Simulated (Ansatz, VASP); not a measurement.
**Be in VASP and in Ansatz**

Contents of INCAR:

```
PREC = Accurate ; ENCUT = 600
EDIFF = 1E-6 ; ISMEAR = 0
SIGMA = 0.1 ; LREAL = F
LASPH = T ; NELM = 100
ALGO = Normal ; ISIF = 3
LWAVE = F ; LCHARG = F
GGA = PE ; IBRION = 2
NSW = 90 ; EDIFFG = -0.04
```

File KPOINTS:

```
Automatic mesh
0
Gamma
  9 9 9
```

File POSCAR:

```
Be
1.0
    1.1823217655      0.6826137895      5.7140869046
   -1.1823217655      0.6826137895      5.7140869046
    0.0000000000     -1.3652275791      5.7140869046
Be
3
Direct
    0.0000000000      0.0000000000      0.0000000000
    0.2222200000      0.2222200000      0.2222200000
    0.7777800000      0.7777800000      0.7777800000
```

Input for Ansatz:

```yaml
crystal:
  lattice:
    - [1.1823217655, 0.6826137895, 5.7140869046]
    - [-1.1823217655, 0.6826137895, 5.7140869046]
    - [0.0, -1.3652275791, 5.7140869046]
  atoms:
    - { symbol: Be, position: [0.0, 0.0, 0.0] }
    - { symbol: Be, position: [0.22222, 0.22222, 0.22222] }
    - { symbol: Be, position: [0.77778, 0.77778, 0.77778] }
basis:
  ecutwfc: 420
kpoints:
  mp_grid: { grid: [9, 9, 9] }
hamiltonian:
  xc: pbe
scf:
  occupations: { method: gaussian, width: 0.1 }
  lower_state_search: "off"
output:
  forces: true
  stress: true
  eigenvalues: true
relax:
  adjacent_minimum: "off"
  f_tol: 0.04
  max_steps: 70
  cell: { stress_tol: 0.4 }
```

Alike in both runs: task relaxation of cell and atoms; functional PBE; k mesh 9 × 9 × 9; occupations gaussian, width 0.1 eV; no spin polarisation.

|  | VASP | Ansatz |
| --- | --- | --- |
| version | VASP 6.6.1 | Ansatz 0.2.0 |
| potentials or method | VASP PAW PBE potentials, release 64 (Be) | scalar-relativistic, plane waves, PAW |
| plane-wave cutoff (eV) | 600 | 420 |
| valence electrons in the cell | 6 | 6 |

Ansatz gave:

* gap on the k mesh at the Fermi level, each at its own relaxed structure (eV): none
* relaxed volume (Å³/atom): 7.90
* relaxed cell length with the largest relative difference (Å): 5.515
* energy change over the relaxation (meV/atom): -72

Which values does VASP return?

gap on the k mesh at the Fermi level, each at its own relaxed structure (eV): none; relaxed volume (Å³/atom): 7.90; relaxed cell length with the largest relative difference (Å): 5.513; energy change over the relaxation (meV/atom): -71.

A gap of «none» marks a metal or a gap that the smearing closes.
